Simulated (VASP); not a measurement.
Ti:

```
Ti
1.0
    -1.62582    1.62582    1.62582
     1.62582   -1.62582    1.62582
     1.62582    1.62582   -1.62582
Ti
1
Direct
  0.00000 0.00000 0.00000
```

This isn't the form of Ti at room conditions, which is hcp.

Program: VASP 6.6.1. Alike in all runs: potentials or basis VASP PAW PBE potentials, release 64 (Ti_sv); cell as given; k mesh 18 × 18 × 18; cutoff (eV) 520; smearing fermi-dirac 0.05 eV. Hardware: 1 thread of Intel(R) Xeon(R) Platinum 8488C (Sapphire Rapids), on a shared host.

Question: Order these runs on this cell by their wall time, lowest first.
A. task single point; level PBEsol; spin off
B. task single point; level PBE; spin off
C. task electric field gradients; level PBE; spin non-collinear, zero start, SOC

Answer: B (18 s), A (41 s), C (420 s).
